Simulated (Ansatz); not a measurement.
# Pt(111) / 1 layer Pd(111) / Pt(111): resistance against film thickness

Wanted: interface resistance and thickness dependence for Pt(111) / 1 layer Pd(111) / Pt(111).

Main program and level: Ansatz 0.2.0; Ansatz plane-wave DFT, PBE, PAW files; ballistic transport by layer matching (Landauer), zero bias; PAW set soft_1.

Report form: the programs' logs are mostly left out.

## (1) Starting point

The cell holds 9 atoms: 8 Pt and 1 Pd. Cell: a = 2.773 Å, b = 2.773 Å, c = 20.323 Å, α = 90.0°, β = 90.0°, γ = 120.0°. It derives from Pt and Pd. Regions: lead, 8 atoms (8 Pt); films, 1 atom (1 Pd). The structure is stacked along c, and the current runs across the ab planes.

## (2) With 1 layer

The film is laid into the lead at the lead's in-plane lattice, and the cell closes on the lead's own image. The mesh across the current, 30×30, is finer than the density's, because channels open and close sharply across the zone. Energies from -1 to 1 eV in steps of 0.036 eV cover the slope of the Fermi function at 300 K, so the program can form a conductance.

input.yaml

```yaml
crystal:
  lattice:
    - [2.7731313745, 0.0, 0.0]
    - [-1.3865656872, 2.4016022183, 0.0]
    - [0.0, 0.0, 20.3232959619]
  atoms:
    - { symbol: Pt, position: [0.0, 0.0, 0.0557058336] }
    - { symbol: Pt, position: [0.3333333333, 0.6666666667, 0.1671175008] }
    - { symbol: Pt, position: [0.6666666667, 0.3333333333, 0.2785291679] }
    - { symbol: Pt, position: [0.0, 0.0, 0.3899408351] }
    - { symbol: Pd, position: [0.3333333333, 0.6666666667, 0.5] }
    - { symbol: Pt, position: [0.6666666667, 0.3333333333, 0.6100591649] }
    - { symbol: Pt, position: [0.0, 0.0, 0.7214708321] }
    - { symbol: Pt, position: [0.3333333333, 0.6666666667, 0.8328824992] }
    - { symbol: Pt, position: [0.6666666667, 0.3333333333, 0.9442941664] }
kpoints:
  mp_grid: { grid: [15, 15, 2] }
hamiltonian:
  xc: pbe
  pseudopotentials: { kind: paw, azcp: { folder: soft_1 } }
scf:
  occupations: { method: fermi_dirac, width: 0.1 }
output:
  transmission: { leads: [[0, 1]], kmesh: [30, 30], e_range: [-1.0, 1.0], de: 0.036 }
  write_potential: true
  write_density: true
  volumetric_format: npy
  elf: true
```

Launch:

```bash
ansatz run input.yaml --threads 4 --pin off --max-ram 8192MiB --backend cpu --events-out ev --progress --plain --runs-dir out
```

The job ended after 3.1 min (4 threads of Arm Neoverse N1, shared host; peak memory 0.85 GiB; 11 min of CPU time).

This step gave:

| Item | Value |
| --- | --- |
| free energy | -107170.7488 eV |
| energy at zero smearing | -107170.5030 eV |
| Fermi energy | 23.01 eV |
| cell area | 6.660 Å² |
| step of the lead's potential | 1.3 meV |
| ballistic conductance of the lead | 2.00e15 S/m² |
| estimated errors of the lead's conductance | 0, 2.8, 2.9 % (band edges, k-mesh, distance from neutral) |
| lead conductance per cell | 1.716 G₀ |
| conductance of the junction | 1.75e15 S/m² |
| junction conductance per cell | 1.501 G₀ |
| estimated errors of the junction's conductance | 0.6, 1, 2.8, 0.9, 3.2 % (energy step, band edges, k-mesh, leads' steps, distance from neutral) |
| area resistance that the stack adds (contact term taken off, spin by spin) | 0.07197 fΩ m² |

Per spin. The transmission, zone mean by energy, zero at the Fermi level:

```tsv
energy (eV)	transmission, zone mean
-1.000	1.45
-0.892	1.45
-0.820	1.51
-0.712	1.57
-0.640	1.58
-0.532	1.69
-0.424	1.64
-0.352	1.70
-0.244	1.84
-0.172	1.89
-0.136	1.85
-0.064	1.63
0.008	1.49
0.044	1.36
0.116	1.23
0.224	1.04
0.332	0.851
0.404	0.780
0.512	0.596
0.620	0.617
0.692	0.630
0.800	0.656
0.872	0.625
0.980	0.653
```

Per spin. Open channels, zone mean, lead against energy, zero at the Fermi level:

energy (eV), open channels, zone mean, lead and a bar from the least value:
```
   -1.000       1.59 #####################
   -0.892       1.53 ###################
   -0.820       1.61 #####################
   -0.712       1.63 #####################
   -0.640       1.63 #####################
   -0.532       1.79 #########################
   -0.424       1.73 #######################
   -0.352       1.79 #########################
   -0.244       1.97 #############################
   -0.136       2.04 ##############################
   -0.064       1.85 ##########################
    0.008       1.72 #######################
    0.044       1.58 ####################
    0.116       1.35 ###############
    0.224       1.17 ############
    0.332       0.98 ########
    0.404       0.88 ######
    0.512       0.62 
    0.620       0.66 #
    0.692       0.67 #
    0.800       0.75 ###
    0.872       0.68 #
    0.980       0.70 ##
```

Transmission over k1 and k2. At 0.0080 eV from the Fermi level.

Ten even steps from '_' (0.00) to '@' (2.80), each cell a mean:
```
++**++++++++++++##++**++++====##++..----======##==++==----..
====##%%**++**##++++++**++++%%%%++====------**======++------
++++==@@##******++----******####%%==++++==--**::____::++--==
++++==**########==--------########**==++++++++==..____--**==
==++##**##########--------==########****##++==**==::..--++**
==**%%--**==****##**--------##**##**==**==####====++++++**==
++++%%----------++****==----****##----------****++++------==
++++**++++--------==****++--******----------++**++++++------
++++--**##====--------****==--##**----------==****==++++--::
++====%%######++++++++++--++++##----++++++++######****++==--
==**##@@########************####************##########@@****
++====**%%**######********----##**==--**********######%%++==
==..--++====**##++----------++##--++++++--------++++##**--++
++------++++****++----------******--******----------**++++++
++==----==++++##++----------******----++****==----------%%++
====++++++**====%%**--++--++##**##------==****++++--++--%%**
==**++--::--++**==++##****########----------######**##++%%++
++==**--____::==++++++++++**########--------++########**++++
++====++..____::**==++++++==%%######++++----++########%%--++
++------++------**------++++**@@%%**++**======******%%@@**++
++..----==++++**++====----::++##++====++##**%%**++====****++
====--++++++++++==++++++++--**==++==++++++++++==++++++++==**
```
Columns: k1 (b1) from -0.5 to 0.467; rows upwards: k2 (b2) from -0.5 to 0.467.

Open channels over k1 and k2. At 0.0080 eV from the Fermi level.

Ten even steps from '0' (0.00) to '9' (3.00), each cell a mean:
```
997655679776556994335569665333
668865686666558966533364445333
663976665336667794655365006535
664666664333366666466664100366
668666666333346666668668524368
699363666633336666364897666567
669333335664336663333377664336
667553333466536663333357666334
663663333335533653333346645643
864866644444354633444466666666
599966666666556655666666667999
986686666555533654355555666956
634654664333335634553333446636
633365665333336653665333336666
663356685333336663356643333396
665556669735356663334665535398
696353697786666663333366666697
666300156666566666333356666656
664540056466548666553356666836
633353346333566995564447658976
833346686443358964468898644688
585566676665559596666676666669
```
Columns: k1 (b1) from -0.5 to 0.467; rows upwards: k2 (b2) from -0.5 to 0.467.

Valence density in the ca plane at fractional y = 0.667, with atoms of Pt and Pd within 0.2 Å of it. It is the smooth field of the valence electrons, not physical close to the nuclei.

Ten steps, logarithmic in the rise over the least value, from '0' (0 e/Å³) to '9' (14 e/Å³), each cell a mean:
```
55311122111355422355421112111245532245542112
55311122111355422345421112111245532245542112
43212355321344321234321245421234421134431134
22113677631122210122211478742122210012211257
11125899741111000011112699962111100001111479
11125899741111000011112699962111100001111479
22113688631122100122212478752112210012211367
43212455321233311234321245421234321134431235
```
Columns run along c (16.0 Å, from fractional 0.05 to 0.84 of the cell), rows up along a (2.8 Å). Atoms in or near the plane, at fractional coordinates: Pt at (0.17, 0.33), Pd at (0.50, 0.33), Pt at (0.83, 0.33).

ELF in the ca plane at fractional y = 0.667, with atoms of Pt and Pd within 0.2 Å of it. It is the smooth field of the valence electrons, not physical close to the nuclei.

Ten even steps from '0' (0.14) to '9' (0.58), each cell a mean:
```
66422232222466422356532111112356532246642222
66322233222466422356532111112356532246642222
44222455322344322244321134421234432234432235
22224899732222211122221465641222211122222369
22225999842222100022221542462122210012222389
22225999842222100022221542462122200012222389
22224899732222210122221465651222210122222379
44222466422244322244321245421234422234432235
```
Columns run along c (16.0 Å, from fractional 0.05 to 0.84 of the cell), rows up along a (2.8 Å). Atoms in or near the plane, at fractional coordinates: Pt at (0.17, 0.33), Pd at (0.50, 0.33), Pt at (0.83, 0.33).

Electrostatic potential energy in the ca plane at fractional y = 0.667, with atoms of Pt and Pd within 0.2 Å of it. With pseudopotentials it is smooth inside the atoms' cores, unlike the true potential.

Ten even steps from '0' (-44 eV) to '9' (25 eV), each cell a mean:
```
56899999999755799865689999999975589975579999
56899999999755799865689999999965589975579999
77999766899877899977899976799987789987789986
99998311489999999999999742369998999999999851
99996000179999999999999510048999999999999720
99996000179999999999999510048999999999999720
99997301489999999999999732369999999999999841
77999755799877899977899976789987799987789986
```
Columns run along c (16.0 Å, from fractional 0.05 to 0.84 of the cell; values clipped at the 3rd and 97th percentile), rows up along a (2.8 Å). Atoms in or near the plane, at fractional coordinates: Pt at (0.17, 0.33), Pd at (0.50, 0.33), Pt at (0.83, 0.33).

The lead's potential steps by 1.3 meV from period to period, small in itself. The program estimates the junction's conductance to 2.8 % from the k-mesh, 3.2 % from the leads' distance from neutral and 0.9 % from their steps.

By hand: 1/G − 1/G_lead = 1/1.746 − 1/1.997 = 0.0720 fΩ m² with G in 10¹⁵ S/m².

## (3) With 3 layers, k-mesh 15×15×1, film layers 3

The stack now holds 3 film layers; the k-mesh follows the cell, and the energies span -0.27 to 0.27 eV.

System of this step: Pt(111) / 3 layers Pd(111) / Pt(111). The cell holds 12 atoms: 9 Pt and 3 Pd. Its edges and angles: a = 2.773 Å, b = 2.773 Å, c = 27.006 Å, α = 90.0°, β = 90.0°, γ = 120.0°. It derives from Pt and Pd. Regions: lead, 9 atoms (9 Pt); films, 3 atoms (3 Pd). The structure is stacked along c, and the current runs across the ab planes.

input.yaml

```yaml
crystal:
  lattice:
    - [2.7731313745, 0.0, 0.0]
    - [-1.3865656872, 2.4016022183, 0.0]
    - [0.0, 0.0, 27.0061036001]
  atoms:
    - { symbol: Pt, position: [0.0, 0.0, 0.0419211212] }
    - { symbol: Pt, position: [0.3333333333, 0.6666666667, 0.1257633637] }
    - { symbol: Pt, position: [0.6666666667, 0.3333333333, 0.2096056061] }
    - { symbol: Pt, position: [0.0, 0.0, 0.2934478486] }
    - { symbol: Pd, position: [0.3333333333, 0.6666666667, 0.3762722728] }
    - { symbol: Pd, position: [0.6666666667, 0.3333333333, 0.4580788788] }
    - { symbol: Pd, position: [0.0, 0.0, 0.5398854848] }
    - { symbol: Pt, position: [0.3333333333, 0.6666666667, 0.622709909] }
    - { symbol: Pt, position: [0.6666666667, 0.3333333333, 0.7065521514] }
    - { symbol: Pt, position: [0.0, 0.0, 0.7903943939] }
    - { symbol: Pt, position: [0.3333333333, 0.6666666667, 0.8742366363] }
    - { symbol: Pt, position: [0.6666666667, 0.3333333333, 0.9580788788] }
kpoints:
  mp_grid: { grid: [15, 15, 1] }
hamiltonian:
  xc: pbe
  pseudopotentials: { kind: paw, azcp: { folder: soft_1 } }
scf:
  occupations: { method: fermi_dirac, width: 0.1 }
output:
  transmission:
    leads: [[0, 1]]
    kmesh: [30, 30]
    e_range: [-0.27, 0.27]
    de: 0.036
  write_potential: true
  write_density: true
  volumetric_format: npy
```

It took 2.1 min on 4 threads; peak memory 0.98 GiB.

Numbers from this step:

| Quantity | Value |
| --- | --- |
| free energy | -133641.3081 eV |
| energy at zero smearing | -133640.9734 eV |
| Fermi energy | 22.50 eV |
| step of the lead's potential | 1.4 meV |
| estimated errors of the lead's conductance | 0, 2.9, 2.5 % (band edges, k-mesh, distance from neutral) |
| lead conductance per cell | 1.723 G₀ |
| conductance of the junction | 1.58e15 S/m² |
| junction conductance per cell | 1.358 G₀ |
| estimated errors of the junction's conductance | 0.4, 2.5, 2.5, 1.2, 3.8 % (energy step, band edges, k-mesh, leads' steps, distance from neutral) |
| area resistance that the stack adds (contact term taken off, spin by spin) | 0.1342 fΩ m² |

Per spin. Table of transmission, zone mean by energy, zero at the Fermi level:

```tsv
energy (eV)	transmission, zone mean
-0.270	1.80
-0.234	1.81
-0.198	1.82
-0.162	1.80
-0.126	1.75
-0.090	1.62
-0.054	1.52
-0.018	1.46
0.018	1.29
0.054	1.17
0.090	1.06
0.126	0.993
0.162	0.898
0.198	0.842
0.234	0.799
0.270	0.758
```

The conductance of the junction is 1.6e15 S/m², 9.5 % under the 1.7e15 S/m² of the last finished run.

## (4) With 5 layers, k-mesh 15×15×1, film layers 5

The stack now holds 5 film layers; the k-mesh follows the cell, and the energies span -0.27 to 0.27 eV.

System of this step: Pt(111) / 5 layers Pd(111) / Pt(111). The cell holds 15 atoms: 10 Pt and 5 Pd. Its edges and angles: a = 2.773 Å, b = 2.773 Å, c = 33.689 Å, α = 90.0°, β = 90.0°, γ = 120.0°. It derives from Pt and Pd. Regions: lead, 10 atoms (10 Pt); films, 5 atoms (5 Pd). The structure is stacked along c, and the current runs across the ab planes.

input.yaml, the sections that differ from step 3:

```yaml
crystal:
  lattice:
    - [2.7731313745, 0.0, 0.0]
    - [-1.3865656872, 2.4016022183, 0.0]
    - [0.0, 0.0, 33.6889112383]
  atoms:
    - { symbol: Pt, position: [0.0, 0.0, 0.0336053052] }
    - { symbol: Pt, position: [0.3333333333, 0.6666666667, 0.1008159155] }
    - { symbol: Pt, position: [0.6666666667, 0.3333333333, 0.1680265258] }
    - { symbol: Pt, position: [0.0, 0.0, 0.2352371362] }
    - { symbol: Pd, position: [0.3333333333, 0.6666666667, 0.301631831] }
    - { symbol: Pd, position: [0.6666666667, 0.3333333333, 0.3672106103] }
    - { symbol: Pd, position: [0.0, 0.0, 0.4327893897] }
    - { symbol: Pd, position: [0.3333333333, 0.6666666667, 0.498368169] }
    - { symbol: Pd, position: [0.6666666667, 0.3333333333, 0.5639469483] }
    - { symbol: Pt, position: [0.0, 0.0, 0.6303416432] }
    - { symbol: Pt, position: [0.3333333333, 0.6666666667, 0.6975522535] }
    - { symbol: Pt, position: [0.6666666667, 0.3333333333, 0.7647628638] }
    - { symbol: Pt, position: [0.0, 0.0, 0.8319734742] }
    - { symbol: Pt, position: [0.3333333333, 0.6666666667, 0.8991840845] }
    - { symbol: Pt, position: [0.6666666667, 0.3333333333, 0.9663946948] }
# kpoints, hamiltonian, scf, output: as in step 3
```

It took 2.7 min on 4 threads; peak memory 1.3 GiB.

Numbers from this step:

| Property | Result |
| --- | --- |
| free energy | -160111.8912 eV |
| energy at zero smearing | -160111.4715 eV |
| Fermi energy | 22.20 eV |
| step of the lead's potential | 0.9 meV |
| estimated errors of the lead's conductance | 0, 2.8, 2.8 % (band edges, k-mesh, distance from neutral) |
| lead conductance per cell | 1.717 G₀ |
| conductance of the junction | 1.49e15 S/m² |
| junction conductance per cell | 1.282 G₀ |
| estimated errors of the junction's conductance | 0.3, 1.5, 2.3, 1.1, 5.1 % (energy step, band edges, k-mesh, leads' steps, distance from neutral) |
| area resistance that the stack adds (contact term taken off, spin by spin) | 0.1698 fΩ m² |

Per spin. Table of transmission, zone mean by energy, zero at the Fermi level:

```tsv
energy (eV)	transmission, zone mean
-0.270	1.80
-0.234	1.82
-0.198	1.82
-0.162	1.80
-0.126	1.73
-0.090	1.60
-0.054	1.49
-0.018	1.36
0.018	1.21
0.054	1.09
0.090	0.982
0.126	0.887
0.162	0.776
0.198	0.692
0.234	0.644
0.270	0.601
```

The conductance of the junction is 1.5e15 S/m², 5.6 % under the 1.6e15 S/m² of the last finished run, no more than the error estimates, leads' steps apart, of 3.8 and 5.1 % together.

## (5) With 7 layers, k-mesh 15×15×1, film layers 7

The stack now holds 7 film layers; the k-mesh follows the cell, and the energies span -0.27 to 0.27 eV.

System of this step: Pt(111) / 7 layers Pd(111) / Pt(111). The cell holds 15 atoms: 8 Pt and 7 Pd. Cell: a = 2.773 Å, b = 2.773 Å, c = 33.579 Å, α = 90.0°, β = 90.0°, γ = 120.0°. It derives from Pt and Pd. Regions: lead, 8 atoms (8 Pt); films, 7 atoms (7 Pd). The structure is stacked along c, and the current runs across the ab planes.

input.yaml, the sections that differ from step 4:

```yaml
crystal:
  lattice:
    - [2.7731313745, 0.0, 0.0]
    - [-1.3865656872, 2.4016022183, 0.0]
    - [0.0, 0.0, 33.5789620194]
  atoms:
    - { symbol: Pt, position: [0.0, 0.0, 0.0337153406] }
    - { symbol: Pt, position: [0.3333333333, 0.6666666667, 0.1011460219] }
    - { symbol: Pt, position: [0.6666666667, 0.3333333333, 0.1685767032] }
    - { symbol: Pt, position: [0.0, 0.0, 0.2360073845] }
    - { symbol: Pd, position: [0.3333333333, 0.6666666667, 0.3026194787] }
    - { symbol: Pd, position: [0.6666666667, 0.3333333333, 0.3684129858] }
    - { symbol: Pd, position: [0.0, 0.0, 0.4342064929] }
    - { symbol: Pd, position: [0.3333333333, 0.6666666667, 0.5] }
    - { symbol: Pd, position: [0.6666666667, 0.3333333333, 0.5657935071] }
    - { symbol: Pd, position: [0.0, 0.0, 0.6315870142] }
    - { symbol: Pd, position: [0.3333333333, 0.6666666667, 0.6973805213] }
    - { symbol: Pt, position: [0.6666666667, 0.3333333333, 0.7639926155] }
    - { symbol: Pt, position: [0.0, 0.0, 0.8314232968] }
    - { symbol: Pt, position: [0.3333333333, 0.6666666667, 0.8988539781] }
    - { symbol: Pt, position: [0.6666666667, 0.3333333333, 0.9662846594] }
# kpoints, hamiltonian, scf, output: as in step 4
```

It took 2.6 min on 4 threads; peak memory 1.3 GiB.

This step gave:

```
free energy                                                                : -149008.3039 eV
energy at zero smearing                                                    : -149007.8773 eV
Fermi energy                                                               : 21.71 eV
step of the lead's potential                                               : 2 meV
estimated errors of the lead's conductance                                 : 0, 2.8, 2.9 % (band edges, k-mesh, distance from neutral)
lead conductance per cell                                                  : 1.715 G₀
conductance of the junction                                                : 1.43e15 S/m²
junction conductance per cell                                              : 1.228 G₀
estimated errors of the junction's conductance                             : 0.5, 1.8, 2.1, 2.1, 6.1 % (energy step, band edges, k-mesh, leads' steps, distance from neutral)
area resistance that the stack adds (contact term taken off, spin by spin) : 0.1988 fΩ m²
```

Per spin. Transmission, zone mean against energy, zero at the Fermi level:

```tsv
energy (eV)	transmission, zone mean
-0.270	1.78
-0.234	1.79
-0.198	1.81
-0.162	1.79
-0.126	1.70
-0.090	1.58
-0.054	1.43
-0.018	1.32
0.018	1.13
0.054	1.02
0.090	0.943
0.126	0.875
0.162	0.775
0.198	0.652
0.234	0.577
0.270	0.541
```

The conductance of the junction is 1.4e15 S/m², 4.2 % under the 1.5e15 S/m² of the last finished run, within the error estimates, leads' steps apart, of 5.1 and 6.1 %.

(Continued in part 2 of 2.)

[Logs are printed without paths, hosts, clocks, repeated set-up lines and the standing remarks that a program may print on its own settings, such as how far it seeks lower states.]

[Hosts, paths, dates, database ids (printed as entryN), source tags and the programs' standing remarks are cut or masked in the printed files.]
